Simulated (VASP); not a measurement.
Wanted: the native input for a VASP 6.6.1 run.

| Property | Result |
| --- | --- |
| Task | single point |
| Functional | PBE |
| Potentials or basis | VASP PAW PBE potentials, release 64 (Na_pv, F) |
| Cutoff | 520 eV |
| k mesh | 1 × 1 × 17 |
| Occupations | gaussian, width 0.05 eV |
| Spin | collinear spin, typed start |
| Starting moments | [0.5, 0.5] μB |
| Dipole correction | no |
| Further INCAR settings | ALGO = Normal; EDIFF = 1e-07; NBANDS = 18 |

The structure of NaF lies in POSCAR:

```
NaF
1.0
   10.0000000000      0.0000000000      0.0000000000
    0.0000000000      9.3000000000      0.0000000000
    0.0000000000      0.0000000000      4.1243423829
Na F
1 1
Direct
    0.4999085701      0.5000000000      0.0000000000
    0.5000914299      0.5000000000      0.5000000000
```

The input as run:

INCAR

```
PREC = Accurate
ENCUT = 520
EDIFF = 1E-7
ISMEAR = 0
SIGMA = 0.05
LREAL = F
LASPH = T
NELM = 150
ALGO = Normal
ISIF = 2
LWAVE = F
LCHARG = F
ISPIN = 2
MAGMOM = 0.5 0.5
LORBIT = 11
GGA = PE
NBANDS = 18
```

KPOINTS

```
Automatic mesh
0
Gamma
  1 1 17
```

Potentials or basis: VASP PAW PBE potentials, release 64 (Na_pv, F).

Run with:

```console
$ cat potpaw_PBE.64/Na_pv/POTCAR potpaw_PBE.64/F/POTCAR > POTCAR
$ mpirun -np 1 vasp_std > vasp.out
```

It gave:

| Property | Result |
| --- | --- |
| Band gap on the k mesh | 5.24 eV, indirect (least direct gap 5.25 eV) |
| Net moment | 0.00 μB per cell |
| Valence electrons inside the program's atomic spheres | Na 6.04; F 6.08 |

Run time: 95 s on 1 thread of Intel(R) Xeon(R) 6975P-C (Granite Rapids), on a shared host, peak memory 0.59 GiB.
